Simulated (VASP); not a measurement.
Runs of VASP 6.6.1 on SnO. The structure is tetragonal, space group P4/nmm (No. 129). The conventional cell has a = 3.814 Å, b = 3.814 Å, c = 4.887 Å, α = 90.00°, β = 90.00°, γ = 90.00°. Sn (site symmetry 4mm) has 4 O at 2.23 Å as nearest neighbours. Around O (site symmetry -4m2) lie 4 Sn at 2.23 Å. The cell is a database's computed one.

```csv
level,potentials or basis,gap on the mesh (eV),pressure (GPa),largest force (eV/Å)
TB-mBJ,"VASP PAW PBE potentials, release 64 (Sn_d, O)",(c),-,-
r2SCAN,"VASP PAW PBE potentials, release 64 (Sn_d, O)",0.29,0.1,(b)
PBEsol,"VASP PAW PBE potentials, release 64 (Sn_d, O)",0.14,-0.3,0.16
LDA,"VASP PAW LDA potentials, release 64 (Sn_d, O)",(a),-3.0,0.13
```

Alike in all rows: task band structure; no spin polarisation; cell as given; k mesh 8 × 8 × 6; cutoff (eV) 520; smearing gaussian 0.02 eV.

Task: Fill in the values left out.

Result: (a) 0.21; (b) 0.01; (c) 0.36.

Caveats: spin-orbit coupling is left out, which moves the levels of the heavy elements; the PAW data sets were made with another functional, which shifts forces and pressure a little (some runs).

A k mesh can miss the band edges, and the runs leave out spin-orbit coupling on Sn.

Runs at the PBE level aren't shown here.
